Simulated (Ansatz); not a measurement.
CoO, DFT, PBE, all-electron LAPW, scalar-relativistic (Ansatz 0.2.0), run on 1 thread of Arm Neoverse V2 on a shared host.

The cell is COD entry 1528838, as deposited and not checked against the literature; nothing was relaxed. The listed cell was then made from it by scaling, straining or moving an atom.

Command: `ansatz run input.yaml --threads 1 --pin off --max-ram 3072MiB --backend cpu --events-out ev --progress --plain --runs-dir out`

```yaml
crystal:
  lattice:
    - [-1.5080001529, 1.5080001529, 2.0651049558]
    - [1.5080001529, -1.5080001529, 2.0651049558]
    - [1.5080001529, 1.5080001529, -2.0651049558]
  atoms:
    - { symbol: Co, position: [0.0, 0.0, 0.0], spin: 2.0 }
    - { symbol: O, position: [0.5, 0.5, 0.0] }
magnetization:
  spin_polarized: true
kpoints:
  mp_grid: { grid: [13, 13, 15] }
  band_path:
    path:
      - [0.0, 0.0, 0.0]
      - [0.0, 0.0, 0.5]
      - [0.25, 0.25, 0.25]
      - [0.0, 0.5, 0.0]
      - [0.0, 0.0, 0.0]
      - [0.5, 0.5, -0.5]
      - [0.3833087088, 0.6166912912, -0.3833087088]
      - [-0.3833087088, 0.3833087088, 0.3833087088]
      - [0.0, 0.0, 0.0]
    npoints: 5
scf:
  occupations: { method: fermi_dirac, width: 0.03 }
hamiltonian:
  xc: pbe
  pseudopotentials: { kind: all_electron, lapw: { basis_error: 0.001 } }
output:
  forces: true
  stress: true
  eigenvalues: true
```

Question: How large is the problem that the program sets up?

Answer: 686 irreducible k-points, 331 plane waves at Γ, 18 bands.

Question: About how long does it take, and how much memory does it use?

Answer: 5.7 min of wall time for 14 SCF iterations, with a peak of 2 GiB. Times on shared machines scatter by tens of per cent.
